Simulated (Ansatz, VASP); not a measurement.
## One calculation of Ge, two programs

```xyz
1
Lattice="1.4246 -2.6515 0.0000 1.4246 2.6515 0.0000 0.0000 0.0000 2.7512" Properties=species:S:1:pos:R:3 pbc="T T T"
Ge    1.4246    0.0000    0.0000
```

This isn't the form of Ge at room conditions, which is diamond.

Alike in both runs: task single point; functional LDA; k mesh 11 × 11 × 10; occupations fermi-dirac, width 0.05 eV; no spin polarisation.

|  | VASP | Ansatz |
| --- | --- | --- |
| version | VASP 6.6.1 | Ansatz 0.2.0 |
| potentials or method | VASP PAW LDA potentials, release 64 (Ge_d) | Ansatz PAW |
| plane-wave cutoff (eV) | 520 | 420 |
| valence electrons in the cell | 14 | 14 |

|  | VASP | Ansatz | Ansatz less VASP |
| --- | --- | --- | --- |
| gap on the k mesh at the Fermi level (eV) | none | none | - |
| pressure (GPa) | -8.3 | -8.3 | +0.01 |
| largest component of the traceless stress (GPa) | 1.24 | 1.22 | -0.022 |

A gap of «none» marks a metal or a gap that the smearing closes.

Caveats: the PAW data sets come from PBE, with cores solved anew for the run's functional, which leaves a small shift of forces and pressure (Ansatz).
